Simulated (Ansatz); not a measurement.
# InAs (F-43m): the equilibrium volume

At what volume is InAs (F-43m) free of pressure?

The COD entry's cell or inner coordinates are ideal or old and differ from later refinements, so a difference from it is no clean test against experiment.

Program: Ansatz 0.2.0. Level of theory: DFT PBEsol, scalar-relativistic, plane waves, PAW. These are calculated values, not measurements.

### 1 The structure to begin with

It takes space group F-43m (No. 216, cubic). Conventional cell: a = 6.108 Å, b = 6.108 Å, c = 6.108 Å, α = 90.00°, β = 90.00°, γ = 90.00°. In (site symmetry -43m) has 4 As at 2.64 Å as nearest neighbours. Around As (site symmetry -43m) lie 4 In at 2.64 Å.

Coordinates:

```
In As
1.0
     0.00000    3.05385    3.05385
     3.05385    0.00000    3.05385
     3.05385    3.05385    0.00000
In As
1 1
Direct
  0.00000 0.00000 0.00000
  0.75000 0.75000 0.75000
```

### 2 The first run

The input, input.yaml:

```yaml
crystal:
  lattice:
    - [0.0, 3.053852445, 3.053852445]
    - [3.053852445, 0.0, 3.053852445]
    - [3.053852445, 3.053852445, 0.0]
  atoms:
    - { symbol: In, position: [0.0, 0.0, 0.0] }
    - { symbol: As, position: [0.75, 0.75, 0.75] }
basis:
  ecutwfc: 420
  ecutrho_ratio: 4
kpoints:
  mp_grid: { grid: [10, 10, 10] }
hamiltonian:
  xc: pbesol
scf:
  occupations: { method: gaussian, width: 0.05 }
output:
  forces: true
  stress: true
  eigenvalues: true
```

Run with:

```console
$ ansatz run input.yaml --threads 4 --pin off --max-ram 7168MiB --backend cpu --events-out ev --progress --plain --runs-dir out
```

Output, shortened:

```text
Warning: RAYON_NUM_THREADS=4 ignored (pool sized by the plan → 4); use --threads N
[...]
Pseudopotentials: kind: paw
Pseudopotential: In, paw, valence charge 13, recommended cutoff 420 eV (normal), In.paw.azcp
Pseudopotential: As, paw, valence charge 15, recommended cutoff 420 eV (normal), As.paw.azcp
Functional definition: PBEsol
[...]
Crystal: 2 atoms, lattice volume = 56.961 Å³
Basis set: ecut = 420 eV, 1139 PW (Γ), exchange–correlation on 60×60×60 points (8 copies of the dense FFT grid, shifted against one another)
Bands: 18, of which v1, the nominal top of the filled ones, is band 14 counted from 1 (13 counted from 0)
Symmetry: 24 space group operations
Space group: F-43m (ITA 216), of the structure as read, at distance tolerance 3.8e-5 Å
k-points: 47 of 1000 (time reversal used)
[...]
SCF iter   1: F=—  HF=-10338.834377 eV  |F-HF|=—  |Δ(HF+E_count)|=         —  Δρ=4.47e-3  dr2=1.99e-2  ethr=1.77e-3  ⟨swp⟩=6.0  Hψ=4139  notcnv=0
[...]
SCF iter   6: F=-10338.826795 eV  HF=-10338.826795 eV  |F-HF|=2.06e-8  |Δ(HF+E_count)|=   4.04e-8  Δρ=6.03e-6  dr2=1.39e-8  ethr=3.57e-10  ⟨swp⟩=5.5  Hψ=3669  notcnv=0
[...]
SCF converged after 6 iterations
Free energy (F): -10338.826795 eV
[...]
E sigma→0 (E₀):  -10338.826756 eV
Entropy (-TS):   -0.000077 eV (-0.039 meV/atom)
Fermi energy:    7.329238 eV
[...]
--- Forces (eV/Å), atoms counted from 1 ---
  atom   1  In    -0.00000000     0.00000000     0.00000000
  atom   2  As     0.00000000    -0.00000000     0.00000000
[...]
--- Stress (GPa, compression-positive) ---
       -0.551255      -0.000000      -0.000000
       -0.000000      -0.551255       0.000000
       -0.000000       0.000000      -0.551255
  P = ⅓ Tr σ = -0.5513 GPa (-5.513 kbar)
--- Band table (eV; the first three rows and the last of 47) ---
  k-point 0: bands = ["-27.6682", "-27.6682", "-27.6682", "-27.6610", "-27.6610", "-6.9643", "-6.9643", "-6.9643", "-6.8480", "-6.8480", "-4.3883", "6.8753", "7.3140", "7.3140", "7.3140", "11.1681", "11.1681", "11.1681"]
[...]
```

Run time: 8.1 s. Hardware: 4 threads of Intel Xeon at 2.50GHz (Skylake/Cascade Lake), shared host; peak memory 0.42 GiB.

Read off: volume 28.480 Å³/atom, pressure -0.55 GPa, metallic.

### 3 Next volume: 28.366 Å³/atom

input.yaml, as its differences from that of step 2:

```diff
@@ -2,5 +2,5 @@
   lattice:
-    - [0.0, 3.053852445, 3.053852445]
-    - [3.053852445, 0.0, 3.053852445]
-    - [3.053852445, 3.053852445, 0.0]
+    - [0.0, 3.0497752006, 3.0497752006]
+    - [3.0497752006, 0.0, 3.0497752006]
+    - [3.0497752006, 3.0497752006, 0.0]
   atoms:
```

Run with:

```console
$ ansatz run input.yaml --threads 4 --pin off --max-ram 7168MiB --backend cpu --events-out ev --progress --plain --runs-dir out
```

Output, shortened:

```text
Warning: RAYON_NUM_THREADS=4 ignored (pool sized by the plan → 4); use --threads N
[...]
[... 4 set-up lines as earlier in the session ...]
[...]
Crystal: 2 atoms, lattice volume = 56.733 Å³
Basis set: ecut = 420 eV, 1067 PW (Γ), exchange–correlation on 60×60×60 points (8 copies of the dense FFT grid, shifted against one another)
Bands: 18, of which v1, the nominal top of the filled ones, is band 14 counted from 1 (13 counted from 0)
[... 2 set-up lines as earlier in the session ...]
k-points: 47 of 1000 (time reversal used)
[...]
SCF iter   1: F=—  HF=-10338.834935 eV  |F-HF|=—  |Δ(HF+E_count)|=         —  Δρ=4.48e-3  dr2=1.98e-2  ethr=1.77e-3  ⟨swp⟩=6.0  Hψ=4129  notcnv=0
[...]
SCF iter   6: F=-10338.827430 eV  HF=-10338.827430 eV  |F-HF|=6.98e-9  |Δ(HF+E_count)|=   4.60e-8  Δρ=4.15e-6  dr2=6.81e-9  ethr=3.57e-10  ⟨swp⟩=5.5  Hψ=3676  notcnv=0
[...]
SCF converged after 6 iterations
Free energy (F): -10338.827430 eV
[...]
E sigma→0 (E₀):  -10338.827392 eV
Entropy (-TS):   -0.000077 eV (-0.039 meV/atom)
Fermi energy:    7.381280 eV
[...]
--- Forces (eV/Å), atoms counted from 1 ---
  atom   1  In    -0.00000000     0.00000000    -0.00000000
  atom   2  As     0.00000000     0.00000000     0.00000000
[...]
--- Stress (GPa, compression-positive) ---
       -0.336511       0.000000      -0.000000
       -0.000000      -0.336511       0.000000
       -0.000000       0.000000      -0.336511
  P = ⅓ Tr σ = -0.3365 GPa (-3.365 kbar)
--- Band table (eV; the first three rows and the last of 47) ---
  k-point 0: bands = ["-27.6202", "-27.6202", "-27.6202", "-27.6129", "-27.6129", "-6.9197", "-6.9197", "-6.9197", "-6.8018", "-6.8018", "-4.3612", "6.9473", "7.3660", "7.3660", "7.3660", "11.2221", "11.2221", "11.2221"]
[...]
```

Run time: 8.6 s. Hardware: 4 threads of Intel Xeon at 2.50GHz (Skylake/Cascade Lake), shared host; peak memory 0.42 GiB.

Result: volume 28.366 Å³/atom, pressure -0.34 GPa, a metal on this mesh.

### 4 Volume 28.193 Å³/atom

input.yaml, as its differences from that of step 3:

```diff
@@ -2,5 +2,5 @@
   lattice:
-    - [0.0, 3.0497752006, 3.0497752006]
-    - [3.0497752006, 0.0, 3.0497752006]
-    - [3.0497752006, 3.0497752006, 0.0]
+    - [0.0, 3.0435409193, 3.0435409193]
+    - [3.0435409193, 0.0, 3.0435409193]
+    - [3.0435409193, 3.0435409193, 0.0]
   atoms:
```

Run with:

```console
$ ansatz run input.yaml --threads 4 --pin off --max-ram 7168MiB --backend cpu --events-out ev --progress --plain --runs-dir out
```

Output, shortened:

```text
Warning: RAYON_NUM_THREADS=4 ignored (pool sized by the plan → 4); use --threads N
[...]
[... 4 set-up lines as earlier in the session ...]
[...]
Crystal: 2 atoms, lattice volume = 56.385 Å³
Basis set: ecut = 420 eV, 1067 PW (Γ), exchange–correlation on 60×60×60 points (8 copies of the dense FFT grid, shifted against one another)
Bands: 18, of which v1, the nominal top of the filled ones, is band 14 counted from 1 (13 counted from 0)
[... 2 set-up lines as earlier in the session ...]
k-points: 47 of 1000 (time reversal used)
[...]
SCF iter   1: F=—  HF=-10338.835293 eV  |F-HF|=—  |Δ(HF+E_count)|=         —  Δρ=4.45e-3  dr2=1.95e-2  ethr=1.77e-3  ⟨swp⟩=6.0  Hψ=4119  notcnv=0
[...]
SCF iter   6: F=-10338.827800 eV  HF=-10338.827800 eV  |F-HF|=1.65e-8  |Δ(HF+E_count)|=   2.88e-8  Δρ=5.46e-6  dr2=1.15e-8  ethr=3.57e-10  ⟨swp⟩=5.4  Hψ=3675  notcnv=0
[...]
SCF converged after 6 iterations
Free energy (F): -10338.827800 eV
[...]
E sigma→0 (E₀):  -10338.827761 eV
Entropy (-TS):   -0.000077 eV (-0.039 meV/atom)
Fermi energy:    7.461359 eV
[...]
--- Forces (eV/Å), atoms counted from 1 ---
  atom   1  In    -0.00000000     0.00000000     0.00000000
  atom   2  As     0.00000000    -0.00000000     0.00000000
[...]
--- Stress (GPa, compression-positive) ---
        0.000652       0.000000      -0.000000
        0.000000       0.000652       0.000000
       -0.000000       0.000000       0.000652
  P = ⅓ Tr σ = 0.0007 GPa (0.007 kbar)
--- Band table (eV; the first three rows and the last of 47) ---
  k-point 0: bands = ["-27.5465", "-27.5465", "-27.5465", "-27.5390", "-27.5390", "-6.8515", "-6.8515", "-6.8515", "-6.7311", "-6.7311", "-4.3196", "7.0581", "7.4461", "7.4461", "7.4461", "11.3052", "11.3052", "11.3052"]
[...]
```

It took 8.5 s on 4 threads of Intel Xeon at 2.50GHz (Skylake/Cascade Lake), shared host; peak memory 0.42 GiB.

This gives: volume 28.193 Å³/atom, pressure 0.00 GPa, no gap.

### 5 The way to zero pressure

| step | level | mesh | relaxed | volume (Å³/atom) | pressure (GPa) |
| --- | --- | --- | --- | --- | --- |
| 2 | PBEsol | 10×10×10 | nothing | 28.480 | -0.55 |
| 3 | PBEsol | 10×10×10 | nothing | 28.366 | -0.34 |
| 4 | PBEsol | 10×10×10 | nothing | 28.193 | 0.00 |

The cell before and after:

| cell as typed | before | after | change |
| --- | --- | --- | --- |
| a (Å) | 4.319 | 4.304 | -0.3 % |
| b (Å) | 4.319 | 4.304 | -0.3 % |
| c (Å) | 4.319 | 4.304 | -0.3 % |
| volume (Å³/atom) | 28.480 | 28.193 | -1.0 % |
| shortest distance (Å) | 2.645 | 2.636 | -0.3 % |
| space group | F-43m | F-43m | same |

### 6 Summary of results

| quantity | value |
| --- | --- |
| volume | 28.193 Å³/atom |
| pressure | 0.00 GPa |
| conventional cell | a = 6.087 Å, b = 6.087 Å, c = 6.087 Å, α = 90.00°, β = 90.00°, γ = 90.00° |
| gap on the mesh | none (metal) |

What this shows: Over the 3 runs shown the cell moved from 28.48 to 28.19 Å³/atom, a change of -1.0 %, where the pressure is zero within 0.01 GPa. The compound is known to have a gap; a metallic result here is the functional's error, not the solid's nature.
